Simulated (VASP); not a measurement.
# Rb (Fm-3m) in VASP: further runs

The runs below take Rb through single point, with r2SCAN.

Everything below comes from runs of VASP 6.6.1. Logs are shortened: lines on timing, memory, paths and dates and some standing lists are left out, and cuts for length are marked.

### Step 1. The crystal as given

Symmetry: Fm-3m, No. 225, cubic system. The conventional cell has a = 7.280 Å, b = 7.280 Å, c = 7.280 Å, α = 90.00°, β = 90.00°, γ = 90.00°.

This isn't the form of Rb at room conditions, which is bcc.

### Step 2. Single point, r2SCAN

Contents of INCAR:

```
SYSTEM = Rb
PREC = Accurate
ENCUT = 450
EDIFF = 1E-4
ISMEAR = 1
SIGMA = 0.2
LREAL = .FALSE.
LASPH = .TRUE.
NELM = 100
ALGO = Normal
ISIF = 2
LWAVE = .FALSE.
LCHARG = .FALSE.
METAGGA = R2SCAN
LMIXTAU = .TRUE.
ADDGRID = .FALSE.
```

Contents of KPOINTS:

```
regular mesh
0
G
  5 5 5
  0 0 0
```

Contents of POSCAR:

```
Rb
1.0
    0.0790870000      3.6559800000      3.6130310000
    3.6559400000      0.0406780000      3.6514400000
    3.6810400000      3.7194890000      0.0155780000
Rb
1
Direct
   -0.0191540000      0.0033960000      0.0084760000
```

Potentials or basis: VASP PAW PBE potentials, release 64 (Rb_sv).

The run is started by

```bash
> cat potpaw_PBE.64/Rb_sv/POTCAR > POTCAR
> mpirun -np 1 vasp_std > vasp.out
```

OUTCAR:

```text
SYSTEM = Rb
   PREC = Accurate
   ENCUT = 450
   EDIFF = 1E-4
   ISMEAR = 1
   LREAL = .FALSE.
   LASPH = .TRUE.
   NELM = 100
   ISIF = 2
   METAGGA = R2SCAN

 Found     63 irreducible k-points:

 Following reciprocal coordinates:
            Coordinates               Weight
  0.000000  0.000000  0.000000      1.000000
  0.200000 -0.000000  0.000000      2.000000
  0.400000  0.000000  0.000000      2.000000
  0.000000  0.200000  0.000000      2.000000
  0.200000  0.200000  0.000000      2.000000
  0.400000  0.200000  0.000000      2.000000
   k-points           NKPTS =     63   k-points in BZ     NKDIM =     63   number of bands    NBANDS=      8
   number of dos      NEDOS =    301   number of ions     NIONS =      1
   total plane-waves  NPLWV =  46656
   dimension x,y,z NGX =    36 NGY =   36 NGZ =   36
   dimension x,y,z NGXF=    72 NGYF=   72 NGZF=   72
   ions per type =               1
   NGX,Y,Z   is equivalent  to a cutoff of  11.64, 11.58, 11.44 a.u.
   NGXF,Y,Z  is equivalent  to a cutoff of  23.28, 23.16, 22.87 a.u.
 SYSTEM =  Rb
   PREC   = accura    normal or accurate (medium, high low for compatibility)
   ISTART =      0    job   : 0-new  1-cont  2-samecut
   ICHARG =      2    charge: 1-file 2-atom 10-const
   ISPIN  =      1    spin polarized calculation?
   LNONCOLLINEAR =      F non collinear calculations
   LSORBIT =      F    spin-orbit coupling
   LASPH  =      T    aspherical Exc in radial PAW
   ENCUT  =  450.0 eV  33.07 Ry    5.75 a.u.   8.89  8.94  9.05*2*pi/ulx,y,z
   NELM   =    100;   NELMIN=  2; NELMDL= -5     # of ELM steps
   EDIFF  = 0.1E-03   stopping-criterion for ELM
   LREAL  =      F    real-space projection
   EDIFFG = 0.1E-02   stopping-criterion for IOM
   NSW    =      0    number of steps for IOM
   IBRION =     -1    ionic relax: 0-MD 1-quasi-New 2-CG
   NFREE  =      0    steps in history (QN), initial steepest desc. (CG)
   ISIF   =      2    stress and relaxation
   ISYM   =      2    0-nonsym 1-usesym 2-fastsym
   POTIM  = 0.5000    time-step for ionic-motion
   TEBEG  =    0.0;   TEEND  =   0.0 temperature during run
   PSTRESS=    0.0 pullay stress
   NELECT =       9.0000    total number of electrons
   NUPDOWN=      -1.0000    fix difference up-down
   EMIN   =  10.00;   EMAX   =-10.00  energy-range for DOS
   EFERMI =   0.00;   METHOD = LEGACY
   ISMEAR =     1;   SIGMA  =   0.20  broadening in eV -4-tet -1-fermi 0-gaus
   EFERMI_NEDOS =   21; number of points for ismear=-14 and -15
   IALGO  =     38    algorithm
   IMIX   =      4    mixing-type and parameters
     AMIX     =   0.40;   BMIX     =  1.00
     AMIX_MAG =   1.60;   BMIX_MAG =  1.00
  volume/ion in A,a.u.               =      96.45       650.86
  Fermi-wavevector in a.u.,A,eV,Ry     =   0.742548  1.403213  7.501953  0.551378
  Thomas-Fermi vector in A             =   1.837453
   LORBIT       =      0    0 simple, 1 ext, 2 COOP (PROOUT), +10 PAW based schemes
   METAGGA = R2SCAN    functional components
   LHFCALC =     F    Hartree Fock is set to
   AEXX    =    0.0000 exact exchange contribution
   IVDW    =     0    specifies the selected vdW correction
   LEPSILON=     F    determine dielectric tensor
   LRPA    =     F    only Hartree local field effects (RPA)
 non-spin polarized calculation
 Methfessel and Paxton  Order N= 1 SIGMA  =   0.20
  energy-cutoff  :      450.00
  volume of cell :       96.45
 maximum number of plane-waves:      2106
   NGX = 17   NGY = 17   NGZ = 19

 number of electron       9.0000000 magnetization

 Free energy of the ion-electron system (eV)
  ---------------------------------------------------
  ext. energy  EPLUGINS =         0.00000000
  ---------------------------------------------------
  free energy    TOTEN  =       -13.94481943 eV

  energy without entropy =      -13.94768603  energy(sigma->0) =      -13.94577496

 E-fermi :   0.0673     XC(G=0):  -5.5846

 val. band max:        0.0288057441   @ k =   0.4000   0.4000   0.0000
 cond. band min:       0.3059760011   @ k =  -0.4000  -0.4000   0.4000
 fundamental gap:      0.2771702570
 Fermi energy:         0.0672561469

 k-point     1 :       0.0000    0.0000    0.0000
  band No.  band energies     occupation
      1     -30.1627      2.00000
      2     -13.6569      2.00000
      3     -13.6566      2.00000
      4     -13.6563      2.00000
      5      -2.0806      2.00000
      6       3.7759     -0.00000
      7       3.8786     -0.00000
      8       4.0284     -0.00000

 k-point     2 :       0.2000   -0.0000    0.0000
  band No.  band energies     occupation
      1     -30.1614      2.00000
      2     -13.6867      2.00000
      3     -13.6611      2.00000
      4     -13.6603      2.00000
      5      -1.6228      2.00000
      6       2.9162     -0.00000
      7       3.8801     -0.00000
      8       4.0011     -0.00000

 k-point     3 :       0.4000    0.0000    0.0000
  band No.  band energies     occupation
      1     -30.1594      2.00000
      2     -13.7341      2.00000
      3     -13.6685      2.00000
      4     -13.6668      2.00000
      5      -0.3948      2.00518
      6       1.2743     -0.00000
      7       3.5923     -0.00000
      8       3.7166     -0.00000

 k-point     4 :       0.0000    0.2000    0.0000
  band No.  band energies     occupation
      1     -30.1615      2.00000
      2     -13.6852      2.00000
      3     -13.6609      2.00000
      4     -13.6598      2.00000
      5      -1.6358      2.00000
      6       2.8331     -0.00000
      7       3.8534     -0.00000
      8       4.1031      0.00000

 k-point     5 :       0.2000    0.2000    0.0000
  band No.  band energies     occupation
      1     -30.1612      2.00000
      2     -13.6839      2.00000
      3     -13.6671      2.00000
      4     -13.6664      2.00000
      5      -1.4894      2.00000
      6       2.9022     -0.00000
      7       3.8147     -0.00000
      8       3.8722     -0.00000

 k-point     6 :       0.4000    0.2000    0.0000
  band No.  band energies     occupation
      1     -30.1595      2.00000
      2     -13.7189      2.00000
      3     -13.6766      2.00000
      4     -13.6746      2.00000
      5      -0.5256      2.00023
      6       1.9412     -0.00000
      7       2.8494     -0.00000
      8       3.8463     -0.00000

 [... further k-points ...]

------------------------ aborting loop because EDIFF is reached ----------------------------------------

  FORCE on cell =-STRESS in cart. coord.  units (eV):
  Direction    XX          YY          ZZ          XY          YZ          ZX
  --------------------------------------------------------------------------------------
  -------------------------------------------------------------------------------------
  Total       -0.0317275     -0.0369341     -0.0341312     -0.0559153      0.0119795     -0.0302881
  in kB       -0.5270516     -0.6135431     -0.5669823     -0.9288565      0.1990019     -0.5031417
  external PRESSURE =      -0.5691924 kB  Pullay stress =       0.0000000 kB

 VOLUME and BASIS-vectors are now :
 -----------------------------------------------------------------------------
  energy-cutoff  :      450.00
  volume of cell :       96.45
      direct lattice vectors                 reciprocal lattice vectors
     0.079087000  3.655980000  3.613031000    -0.140810279  0.138770703  0.139437870
     3.655940000  0.040678000  3.651440000     0.138745112 -0.137882505  0.136484505
     3.681040000  3.719489000  0.015578000     0.136888613  0.133960839 -0.138549672

 POSITION                                       TOTAL-FORCE (eV/Angst)
 -----------------------------------------------------------------------------------
      0.12119      3.61762      3.55636         0.000000      0.000000     -0.000000
 -----------------------------------------------------------------------------------
    total drift:                                0.000000      0.000000     -0.000000

  FREE ENERGIE OF THE ION-ELECTRON SYSTEM (eV)
  ---------------------------------------------------
  free  energy   TOTEN  =       -13.9448194257 eV

  energy  without entropy=      -13.9476860263  energy(sigma->0) =      -13.94577496
```

Run time: 77 s. Hardware: 1 thread of Intel Xeon 6975P-C (Granite Rapids), shared host; peak memory 0.22 GiB.

The run converged, but some of its settings lie outside the range that counts as converged, so its numbers aren't taken as properties of the crystal.

Results:

```yaml
Free_energy: -13.9448 eV
Pressure: -0.1 GPa
Band_gap_on_the_k_mesh: none (metal or under the smearing width)
```

Caveat: the PAW data sets were made with another functional, which shifts forces and pressure a little.

### Step 3. Single point, r2SCAN

Changes to INCAR since step 2:

```diff
@@ -3,3 +3,3 @@
 ENCUT = 450
-EDIFF = 1E-4
+EDIFF = 1E-5
 ISMEAR = 1
```

KPOINTS is that of step 2.

Contents of POSCAR:

```
Rb
1.0
    0.0000000000      3.6398846700      3.6398846700
    3.6398846700      0.0000000000      3.6398846700
    3.6398846700      3.6398846700      0.0000000000
Rb
1
Direct
    0.0000000000      0.0000000000      0.0000000000
```

Potentials or basis: VASP PAW PBE potentials, release 64 (Rb_sv).

The run is started by

```bash
> cat potpaw_PBE.64/Rb_sv/POTCAR > POTCAR
> mpirun -np 1 vasp_std > vasp.out
```

Wall time 23 s (1 thread of Intel Xeon 6975P-C (Granite Rapids), shared host); peak memory 0.21 GiB.

These settings aren't checked as converged: the numbers below hold their error.

What came out:

| Quantity | Value |
| --- | --- |
| Free energy | -13.9460 eV |
| Pressure | -0.1 GPa |
| Band gap on the k mesh | none (metal or under the smearing width) |

Caveat: the PAW data sets were made with another functional, which shifts forces and pressure a little.
